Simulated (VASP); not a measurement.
Here is a VASP 6.6.1 calculation.

The input INCAR:

```
SYSTEM = W
  PREC = Accurate
  ENCUT = 520
  EDIFF = 1E-6
  ISMEAR = 1
  SIGMA = 0.1
  LREAL = .False.
  LASPH = .True.
  NELM = 80
  ALGO = Normal
  ISIF = 2
  LWAVE = .False.
  LCHARG = .False.
  LDIPOL = .True.
  IDIPOL = 3
  DIPOL = 0.5 0.5 0.500
  GGA = PE
  IBRION = 2
  NSW = 80
  EDIFFG = -0.02
  KPAR = 4
```

File KPOINTS:

```
Automatic mesh
0
Gamma
  13 8 1
  0 0 0
```

File POSCAR:

```
W
1.0
    3.1846120000      0.0000000000      0.0000000000
   -1.5923060000      5.0353136900      0.0000000000
    0.0000000000      0.0000000000     20.0353136900
W
6
Direct
    0.3000000000      0.6000000000      0.3743390400
    0.6000000000      0.2000000000      0.4246034200
    0.9000000000      0.8000000000      0.4748678100
    0.2000000000      0.4000000000      0.5251321900
    0.5000000000      0.0000000000      0.5753965800
    0.8000000000      0.6000000000      0.6256609600
```

Potentials or basis: VASP PAW PBE potentials, release 64 (W_sv).

Launch:

```bash
$ cat potpaw_PBE.64/W_sv/POTCAR > POTCAR
$ mpirun -np 4 vasp_std > vasp.out
```

**Question.** What does it give for the band gap on the k mesh?

**Answer.** None (metal or under the smearing width).

**Question.** Predict the energy gained by relaxing.

**Answer.** 88.6 meV/atom.

The path:
```tsv
step	energy change (eV)	largest force (eV/Å)	pressure (GPa)
1	0.0000	2.0702	-6.04
2	-0.3810	1.0138	-4.38
3	-0.4494	0.8000	-3.17
4	-0.4500	0.8653	-3.04
5	-0.5222	0.2467	-2.14
6	-0.5258	0.2595	-1.88
7	-0.5307	0.0722	-1.64
8	-0.5307	0.0701	-1.65
9	-0.5311	0.0265	-1.67
10	-0.5312	0.0334	-1.69
11	-0.5314	0.0344	-1.68
12	-0.5314	0.0395	-1.67
13	-0.5316	0.0274	-1.66
14	-0.5317	0.0207	-1.65
15	-0.5318	0.0092	-1.64
```

The run has no spin-orbit coupling, so splittings on W are missing.
